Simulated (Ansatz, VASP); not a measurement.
# ZnCd3SeS3 in two plane-wave programs, part 2 of 3

Aim: how closely do two programs agree when they are given the same cell, functional and k mesh? The cell is generated by rule, not measured, and may not be a known phase. The cell is taken from a series of runs on this material, whose earlier steps may have relaxed, scaled, displaced or heated it; both programs get it as it stands.

VASP 6.6.1 and Ansatz 0.2.0.

So far: The structure; Ansatz: zone-centre phonons, PBEsol.

## Step 3: VASP: zone-centre phonons, PBEsol

Level of this step: PBEsol; plane waves and PAW (Cd, S, Se, Zn); invented cell (VASP).

The same cell, functional and mesh now go to VASP, with its own data sets.

Lines of VASP's logs that name or quote its potential files are left out, and so is its time.

Input file INCAR:

```
SYSTEM = ZnCd3SeS3
PREC = Accurate
ENCUT = 500
EDIFF = 1E-08
NELM = 120
ISMEAR = 0
SIGMA = 0.01
LREAL = .FALSE.
ALGO = Normal
GGA = PS
NBANDS = 44
LORBIT = 11
LWAVE = .FALSE.
LCHARG = .FALSE.
ISIF = 2
IBRION = 8
LEPSILON = .TRUE.
LASPH = .TRUE.
GGA_COMPAT = .FALSE.
EFERMI = MIDGAP
KPAR = 2
```

Input file POSCAR:

```
ZnCd3SeS3
1.0
    4.0681583316      0.0000000000      0.0000000000
   -2.0340791658      3.5231284617      0.0000000000
    0.0000000000      0.0000000000     13.4509211229
Cd S Se Zn
3 3 1 1
Direct
    0.3333333333      0.6666666667      0.0019831000
    0.6666666667      0.3333333333      0.2538329580
    0.3333333333      0.6666666667      0.5068852467
    0.3333333333      0.6666666667      0.1881390070
    0.6666666667      0.3333333333      0.4407719334
    0.3333333333      0.6666666667      0.6945847439
    0.6666666667      0.3333333333      0.9225991328
    0.6666666667      0.3333333333      0.7412038780
```

Input file KPOINTS:

```
Automatic mesh
0
Gamma
6 6 2
0 0 0
```

Potentials, in the order of the species: Cd, S, Se and Zn (PBE family, release 64).

Command:

```console
> mpirun -np 2 vasp_std
```

Output:

```text
[banner, memory and clock lines left out]
running    2 mpi-ranks, on    1 nodes
 distrk:  each k-point on    1 cores,    2 groups
 distr:  one band on    1 cores,    1 groups

 POSCAR found type information on POSCAR CdS SeZn
 POSCAR found :  4 types and       8 ions
|                                                                             |
|               ----> ADVICE to this user running VASP <----                  |
|                                                                             |
|     You enforced a specific xc type in the INCAR file but a different       |
|     [... a line on the potential file left out ...]
|     I HOPE YOU KNOW WHAT YOU ARE DOING!                                     |
|                                                                             |

 LDA part: xc-table for (Slater+PW92), standard interpolation
 POSCAR, INCAR and KPOINTS ok, starting setup
 FFT: planning ... GRIDC
 FFT: planning ... GRID_SOFT
 FFT: planning ... GRID
 WAVECAR not read
 entering main loop
       N       E                     dE             d eps       ncg     rms          rms(c)
DAV:   1     0.573364111360E+03    0.57336E+03   -0.33104E+04  1232   0.157E+03
DAV:   2     0.271563278561E+02   -0.54621E+03   -0.52921E+03  1272   0.393E+02
DAV:   3    -0.272383262636E+02   -0.54395E+02   -0.53848E+02  1424   0.123E+02
DAV:   4    -0.288323461787E+02   -0.15940E+01   -0.15878E+01  1432   0.205E+01
DAV:   5    -0.288574512884E+02   -0.25105E-01   -0.25078E-01  1468   0.264E+00    0.146E+01
DAV:   6    -0.270547872606E+02    0.18027E+01   -0.40060E+00  1600   0.281E+01    0.112E+01
DAV:   7    -0.270989126028E+02   -0.44125E-01   -0.31021E+00  1352   0.806E+00    0.399E+00
DAV:   8    -0.270345357312E+02    0.64377E-01   -0.48532E-01  1440   0.542E+00    0.953E-01
DAV:   9    -0.270345100559E+02    0.25675E-04   -0.40939E-02  1380   0.169E+00    0.281E-01
DAV:  10    -0.270347118271E+02   -0.20177E-03   -0.23610E-03  1484   0.259E-01    0.179E-01
DAV:  11    -0.270348874734E+02   -0.17565E-03   -0.59474E-04  1388   0.155E-01    0.576E-02
DAV:  12    -0.270349158446E+02   -0.28371E-04   -0.99875E-05  1400   0.679E-02    0.245E-02
DAV:  13    -0.270349252701E+02   -0.94255E-05   -0.21057E-05  1404   0.221E-02    0.125E-02
DAV:  14    -0.270349290216E+02   -0.37515E-05   -0.72217E-06  1300   0.139E-02    0.497E-03
DAV:  15    -0.270349290332E+02   -0.11638E-07   -0.57099E-07  1468   0.576E-03    0.241E-03
DAV:  16    -0.270349292598E+02   -0.22658E-06   -0.37660E-07  1300   0.296E-03    0.105E-03
DAV:  17    -0.270349292452E+02    0.14581E-07   -0.37455E-08  1372   0.138E-03    0.577E-04
DAV:  18    -0.270349292375E+02    0.76870E-08   -0.40291E-09   804   0.498E-04
   1 F= -.27034929E+02 E0= -.27034929E+02  d E =0.000000E+00
 Linear response reoptimize wavefunctions to high precision
DAV:   1    -0.270349292271E+02    0.10392E-07   -0.83644E-09   996   0.449E-04
DAV:   2    -0.270349292272E+02   -0.74579E-10   -0.77554E-10   700   0.163E-04
 Linear response G [H, r] |phi>, progress :
  Direction:   1
       N       E                     dE             d eps       ncg     rms
RMM:   1    -0.270835287215E+03   -0.27084E+03    0.50332E+02  2360   0.967E+01
RMM:   2    -0.271489485216E+03   -0.65420E+00   -0.33780E+01  2070   0.267E+01
RMM:   3    -0.271967483406E+03   -0.47800E+00   -0.12287E+00  2098   0.482E+00
RMM:   4    -0.271981756726E+03   -0.14273E-01   -0.43362E-02  2128   0.850E-01
RMM:   5    -0.271982302239E+03   -0.54551E-03   -0.37698E-03  2159   0.194E-01
RMM:   6    -0.271982364229E+03   -0.61990E-04   -0.44359E-04  2202   0.525E-02
RMM:   7    -0.271982377210E+03   -0.12980E-04   -0.10236E-04  2259   0.178E-02
RMM:   8    -0.271982380539E+03   -0.33293E-05   -0.44673E-04  2310   0.782E-03
RMM:   9    -0.271982381991E+03   -0.14523E-05   -0.29636E-04  2232   0.426E-03
RMM:  10    -0.271982381960E+03    0.31015E-07   -0.30121E-04  1966   0.278E-03
RMM:  11    -0.271982382135E+03   -0.17454E-06   -0.34640E-04  1820   0.201E-03
RMM:  12    -0.271982382503E+03   -0.36834E-06   -0.41406E-04  1767   0.174E-03
RMM:  13    -0.271982380526E+03    0.19774E-05   -0.31964E-04  1764   0.167E-03
RMM:  14    -0.271982381541E+03   -0.10157E-05   -0.34664E-04  1780   0.163E-03
RMM:  15    -0.271982381743E+03   -0.20160E-06   -0.25887E-04  1799   0.162E-03
 Linear response G [H, r] |phi>, progress :
  Direction:   2
       N       E                     dE             d eps       ncg     rms
RMM:   1    -0.296248915668E+03   -0.29625E+03    0.21918E+02  2347   0.951E+01
RMM:   2    -0.294243762654E+03    0.20052E+01   -0.32429E+01  2061   0.265E+01
RMM:   3    -0.294758661975E+03   -0.51490E+00   -0.11457E+00  2087   0.479E+00
RMM:   4    -0.294777683312E+03   -0.19021E-01   -0.40855E-02  2113   0.838E-01
RMM:   5    -0.294778429749E+03   -0.74644E-03   -0.33295E-03  2152   0.193E-01
[...]
RMM:   8    -0.129709176732E+00    0.79252E-06   -0.23108E-07  2075   0.541E-04    0.185E-04
RMM:   9    -0.129708592835E+00    0.58390E-06   -0.81098E-08  2026   0.237E-04    0.758E-05
RMM:  10    -0.129708319568E+00    0.27327E-06    0.51750E-10  2124   0.107E-04    0.424E-05
RMM:  11    -0.129708268092E+00    0.51477E-07   -0.20758E-08  2132   0.415E-05    0.164E-05
RMM:  12    -0.129708241377E+00    0.26714E-07   -0.59190E-09  2113   0.233E-05    0.424E-06
[...]
RMM:  10    -0.129022427249E+00    0.30520E-06   -0.70439E-08  2070   0.108E-04    0.532E-05
RMM:  11    -0.129022389214E+00    0.38035E-07   -0.12170E-07  2108   0.444E-05    0.158E-05
RMM:  12    -0.129022381207E+00    0.80072E-08   -0.82527E-08  2128   0.274E-05    0.492E-06
 first order change of Fermi-energy   0.37476E+00
 force on displaced ion       6 direction 3 :   0.000  -0.000  -8.436
 Born effective charge ion    6 direction 3 :   0.000  -0.000  -2.087
 Linear response progress:
  Degree of freedom:  13/ 16
       N       E                     dE             d eps       ncg     rms          rms(c)
RMM:   1    -0.825645725958E-01   -0.82565E-01    0.81128E-02  8632   0.841E-01
RMM:   2    -0.825087603340E-01    0.55812E-04   -0.41917E-03  5468   0.228E-01    0.128E-01
RMM:   3    -0.827209183308E-01   -0.21216E-03   -0.38175E-04  6016   0.554E-02    0.729E-02
RMM:   4    -0.830287172942E-01   -0.30780E-03   -0.88547E-05  5971   0.312E-02    0.869E-03
RMM:   5    -0.830422771784E-01   -0.13560E-04   -0.32588E-06  6079   0.656E-03    0.393E-03
RMM:   6    -0.830452722720E-01   -0.29951E-05   -0.54027E-07  6086   0.269E-03    0.102E-03
RMM:   7    -0.830490219670E-01   -0.37497E-05    0.39623E-08  5986   0.892E-04    0.256E-04
RMM:   8    -0.830501220041E-01   -0.11000E-05    0.28074E-08  6140   0.286E-04    0.551E-05
RMM:   9    -0.830501754385E-01   -0.53434E-07    0.26258E-08  6133   0.106E-04    0.251E-05
RMM:  10    -0.830501997608E-01   -0.24322E-07    0.88992E-09  6242   0.382E-05    0.633E-06
RMM:  11    -0.830502623613E-01   -0.62600E-07   -0.25475E-09  5910   0.186E-05    0.212E-06
RMM:  12    -0.830502674769E-01   -0.51156E-08    0.16998E-09  5042   0.102E-05    0.599E-07
 first order change of Fermi-energy   0.18540E+00
 force on displaced ion       7 direction 1 :  -6.463  -0.001   0.001
 Born effective charge ion    7 direction 1 :  -2.035   0.000   0.000
 Linear response progress:
  Degree of freedom:  14/ 16
       N       E                     dE             d eps       ncg     rms          rms(c)
RMM:   1    -0.107701256952E+00   -0.10770E+00    0.96806E-02  3039   0.938E-01
RMM:   2    -0.107092844503E+00    0.60841E-03   -0.30719E-03  1832   0.246E-01    0.182E-01
RMM:   3    -0.107126104639E+00   -0.33260E-04   -0.33918E-04  2095   0.649E-02    0.955E-02
RMM:   4    -0.107253907408E+00   -0.12780E-03   -0.17250E-04  2129   0.366E-02    0.209E-02
RMM:   5    -0.107213749479E+00    0.40158E-04   -0.12198E-05  2038   0.143E-02    0.783E-03
RMM:   6    -0.107197844359E+00    0.15905E-04   -0.15588E-06  2024   0.591E-03    0.331E-03
RMM:   7    -0.107195995522E+00    0.18488E-05    0.15748E-08  2117   0.201E-03    0.127E-03
RMM:   8    -0.107195900452E+00    0.95070E-07   -0.22033E-07  2056   0.827E-04    0.249E-04
RMM:   9    -0.107196247088E+00   -0.34664E-06   -0.66382E-08  2167   0.258E-04    0.113E-04
RMM:  10    -0.107196011001E+00    0.23609E-06   -0.45447E-08  1985   0.133E-04    0.360E-05
RMM:  11    -0.107195878624E+00    0.13238E-06   -0.12320E-08  2122   0.521E-05    0.137E-05
RMM:  12    -0.107195836434E+00    0.42190E-07   -0.47205E-09  2067   0.265E-05    0.498E-06
RMM:  13    -0.107195831076E+00    0.53581E-08   -0.30730E-09  2160   0.119E-05    0.208E-06
 first order change of Fermi-energy   0.61743E-02
 force on displaced ion       7 direction 3 :  -0.000   0.000  -9.571
 Born effective charge ion    7 direction 3 :   0.000  -0.000  -2.146
 Linear response progress:
  Degree of freedom:  15/ 16
       N       E                     dE             d eps       ncg     rms          rms(c)
RMM:   1    -0.212386985299E+00   -0.21239E+00   -0.17972E-02  4797   0.103E+00
RMM:   2    -0.210718338235E+00    0.16686E-02   -0.31987E-03  5004   0.198E-01    0.105E-01
RMM:   3    -0.210419052939E+00    0.29929E-03   -0.87958E-05  6054   0.358E-02    0.621E-02
RMM:   4    -0.210018029845E+00    0.40102E-03   -0.13847E-05  5978   0.151E-02    0.369E-03
RMM:   5    -0.209999500828E+00    0.18529E-04   -0.22624E-07  6147   0.264E-03    0.163E-03
RMM:   6    -0.209996345393E+00    0.31554E-05   -0.14012E-07  6076   0.158E-03    0.393E-04
RMM:   7    -0.209997335001E+00   -0.98961E-06    0.45659E-08  6172   0.338E-04    0.185E-04
RMM:   8    -0.209997017078E+00    0.31792E-06    0.88307E-09  6049   0.275E-04    0.383E-05
RMM:   9    -0.209996996052E+00    0.21026E-07   -0.49444E-09  6155   0.664E-05    0.202E-05
RMM:  10    -0.209997011813E+00   -0.15761E-07   -0.13156E-08  5976   0.375E-05    0.397E-06
RMM:  11    -0.209997023620E+00   -0.11807E-07   -0.10957E-08  5711   0.125E-05    0.263E-06
RMM:  12    -0.209997045252E+00   -0.21632E-07   -0.60953E-09  5469   0.858E-06    0.620E-07
RMM:  13    -0.209997044768E+00    0.48404E-09   -0.75858E-10  4202   0.600E-06    0.255E-07
 first order change of Fermi-energy  -0.29948E-01
 force on displaced ion       8 direction 1 :  -3.473   0.002  -0.000
 Born effective charge ion    8 direction 1 :   2.114   0.000   0.000
 Linear response progress:
  Degree of freedom:  16/ 16
       N       E                     dE             d eps       ncg     rms          rms(c)
RMM:   1    -0.219413398407E+00   -0.21941E+00   -0.10495E-02  1743   0.106E+00
RMM:   2    -0.218054137524E+00    0.13593E-02   -0.25119E-03  1741   0.200E-01    0.101E-01
RMM:   3    -0.217606700240E+00    0.44744E-03   -0.19091E-04  2118   0.445E-02    0.585E-02
RMM:   4    -0.217166991259E+00    0.43971E-03   -0.14099E-04  2128   0.319E-02    0.196E-02
RMM:   5    -0.217063471589E+00    0.10352E-03   -0.11329E-05  2081   0.150E-02    0.807E-03
RMM:   6    -0.217054609954E+00    0.88616E-05   -0.10355E-06  2115   0.496E-03    0.336E-03
RMM:   7    -0.217061824872E+00   -0.72149E-05    0.30092E-07  2058   0.170E-03    0.722E-04
RMM:   8    -0.217064414797E+00   -0.25899E-05    0.21262E-07  2143   0.567E-04    0.235E-04
RMM:   9    -0.217065048884E+00   -0.63409E-06    0.12953E-07  2088   0.252E-04    0.852E-05
RMM:  10    -0.217065295507E+00   -0.24662E-06    0.14892E-08  2078   0.132E-04    0.241E-05
RMM:  11    -0.217065355782E+00   -0.60275E-07    0.20160E-08  2117   0.463E-05    0.123E-05
RMM:  12    -0.217065372630E+00   -0.16847E-07    0.48325E-09  2105   0.217E-05    0.395E-06
RMM:  13    -0.217065381701E+00   -0.90711E-08   -0.62746E-10  2002   0.114E-05    0.139E-06
 first order change of Fermi-energy  -0.51726E+00
 force on displaced ion       8 direction 3 :   0.000  -0.000  -7.184
 Born effective charge ion    8 direction 3 :  -0.000  -0.000   2.059
 Born effective charges drift removed
 Linear response finished
```

(Part 2 of 3 ends here.)

[Lines on the potential files, build, host, timing and source positions are cut from VASP's logs without a mark.]

[Logs are printed without paths, hosts, clocks, repeated set-up lines and the standing remarks that a program may print on its own settings, such as how far it seeks lower states.]

[Hosts, paths, dates, database ids (printed as entryN), source tags and the programs' standing remarks are cut or masked in the printed files.]
